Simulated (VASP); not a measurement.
**CeO: single point with LDA+U**

Crystal: CeO.

```
Ce O
1.0
     2.88810    0.00000    0.00000
     0.00000    2.88810    0.00000
     0.00000    0.00000    2.88810
Ce O
1 1
Cartesian
  0.0000 0.0000 0.0000
  1.4440 1.4440 1.4440
```

The cell comes from a database or a generator and needn't be the stable form of this composition.

```
Program             : VASP 6.6.1
Task                : single point
Functional          : LDA
Potentials or basis : VASP PAW LDA potentials, release 64 (Ce, O)
Cutoff              : 520 eV
k mesh              : 7 × 7 × 7
Occupations         : gaussian, width 0.05 eV
Spin                : collinear spin, ferromagnetic start
Starting moments    : [1.0, 0.0] μB
Fixed moment        : 2 μB
Hubbard terms       : Ce f U = 3 eV
```

```yaml
Pressure: 47.0 GPa
Net_moment: 2.00 μB per cell
Site_moments: Ce +1.85; O -0.02 μB
Valence_electrons_inside_the_program's_atomic_spheres: Ce 10.37; O 5.03
```

Eigenvalues of the final occupation matrices:
| site | spin | trace | eigenvalues |
| --- | --- | --- | --- |
| site 1 f | 1 | 1.27 | 0.02 0.02 0.02 0.04 0.39 0.39 0.39 |
| site 1 f | 2 | 0.11 | 0.01 0.01 0.01 0.01 0.01 0.01 0.03 |

Run time: 34 s on 1 thread of AMD EPYC 9R45 96-Core Processor (Zen 5), on a shared host, peak memory 0.13 GiB.

Caveat: the magnetic or orbital state may not be the lowest; a pressure of tens of GPa on the cell as given is suspect, and the run, the potentials or the cell itself is likely at fault; spin-orbit coupling is left out, which moves the levels of the heavy elements; the total moment is fixed, so each spin has its own Fermi level. The state reached can hang on the start; a lower one may exist.
